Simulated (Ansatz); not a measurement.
# ZrC (WC type): a single-point run

Wanted: a converged single-point run for ZrC (WC type), and a check of what comes out. The structure is shown as the input types it.

Program: Ansatz 0.2.0. Level of theory: DFT r2SCAN, scalar-relativistic, plane waves, PAW. These are calculated values, not measurements.

2 further runs of the same task are left out: 1 that didn't finish, 1 set aside as unsound or not needed. Runs told in other sessions of the task aren't counted.

## 1. Starting point

The structure is hexagonal, space group P-6m2 (No. 187). Conventional cell: a = 3.273 Å, b = 3.273 Å, c = 2.931 Å, α = 90.00°, β = 90.00°, γ = 120.00°. Zr (site symmetry -6m2) has 6 C at 2.39 Å in its first shell of neighbours. C (site symmetry -6m2) is surrounded by 6 Zr at 2.39 Å.

Structure file:

```cif
data_structure
_symmetry_space_group_name_H-M 'P-6m2'
_symmetry_Int_Tables_number 187
_cell_length_a 3.2729
_cell_length_b 3.2729
_cell_length_c 2.9310
_cell_angle_alpha 90.000
_cell_angle_beta 90.000
_cell_angle_gamma 120.000
_cell_volume 27.19
loop_
_atom_site_label
_atom_site_type_symbol
_atom_site_symmetry_multiplicity
_atom_site_Wyckoff_symbol
_atom_site_fract_x
_atom_site_fract_y
_atom_site_fract_z
_atom_site_occupancy
Zr1 Zr 1 a 0.00000 0.00000 0.00000 1
C1 C 1 f 0.66667 0.33333 0.50000 1
```

## 2. Input and run

The input, input.yaml:

```yaml
crystal:
  lattice:
    - [3.272919481008, 0.0, 0.0]
    - [-1.636459740504, 2.834431415093, 0.0]
    - [0.0, 0.0, 2.9310467534]
  atoms:
    - { symbol: Zr, position: [-3.700743415525e-17, 0.0, 0.0] }
    - { symbol: C, position: [0.6666666666667, 0.3333333333333, 0.5] }
basis:
  ecutwfc: 500
  ecutrho_ratio: 4
kpoints:
  mp_grid: { grid: [12, 12, 12] }
hamiltonian:
  xc: r2scan
scf:
  occupations: { method: methfessel_paxton, width: 1.0 }
  max_iter: 75
output:
  forces: true
  stress: true
```

On the command line:

```console
$ ansatz run input.yaml --threads 2 --pin off --max-ram 2662MiB --backend cpu --events-out ev --progress --plain --runs-dir out
```

What happens when this is run?

This run ends as converged. That alone doesn't make the input a sound one.

The suspect setting: scf.occupations.method is methfessel_paxton; scf.occupations.width is 1.0. Occupations are smeared over electronvolts, wider than many features of the bands.

The test: set scf.occupations.method to gaussian and scf.occupations.width to 0.05.
